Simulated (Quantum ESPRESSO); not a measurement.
**BaF2 (Frankdicksonite) under changes of volume**

One of the cells (19.862 Å³/atom); the others are scaled copies at fixed shape and fractional positions:

```
Ba F
1.0
     0.00000    3.10005    3.10005
     3.10005    0.00000    3.10005
     3.10005    3.10005    0.00000
Ba F
1 2
Direct
  0.00000 0.00000 0.00000
  0.75000 0.75000 0.75000
  0.25000 0.25000 0.25000
```

```yaml
Program: Quantum ESPRESSO 7.5
Functional: rev-vdW-DF2
Potentials_or_basis: PseudoDojo 0.4.1 SR PBE standard
Cutoff: 1143 eV
Density_cutoff: 4572 eV
k_mesh: 8 × 8 × 8
Occupations: fermi-dirac, width 0.05 eV
Spin: no spin polarisation
```

```csv
volume (Å³/atom),energy over the lowest point (meV/atom),pressure (GPa),gap on the mesh (eV)
18.670,17.35,4.6,6.78
19.067,7.99,3.0,6.69
19.464,2.34,1.6,6.61
19.862,0.00,0.3,6.52
20.259,?,?,?
20.656,3.84,-1.8,6.36
21.053,9.42,-2.7,6.28
```

What does the run at 20.259 Å³/atom give?

Energy over the lowest point 0.61 meV/atom; pressure -0.8 GPa; gap on the mesh 6.44 eV.

Worked out: A Birch-Murnaghan fit of order 3 (a polynomial in V^(-2/3)) to the other rows has its minimum at 19.97 Å³/atom with B0 = V·E''(V) = 58 GPa and B' = 4.8. It gives 0.61 meV/atom at 20.259 Å³/atom, against the run's 0.61, and -dE/dV = -0.8 GPa, against -0.8. A straight line through the other rows of the gap, of slope -4.16 eV per unit of ln V, gives 6.44 eV, against the run's 6.44.

Energies are extrapolated to zero smearing.

Caveats: the potentials were made for another functional, which shifts forces and pressure; this release of the barium file is off; spin-orbit coupling is left out, which moves the levels of the heavy elements.

A mesh can miss the band edges.
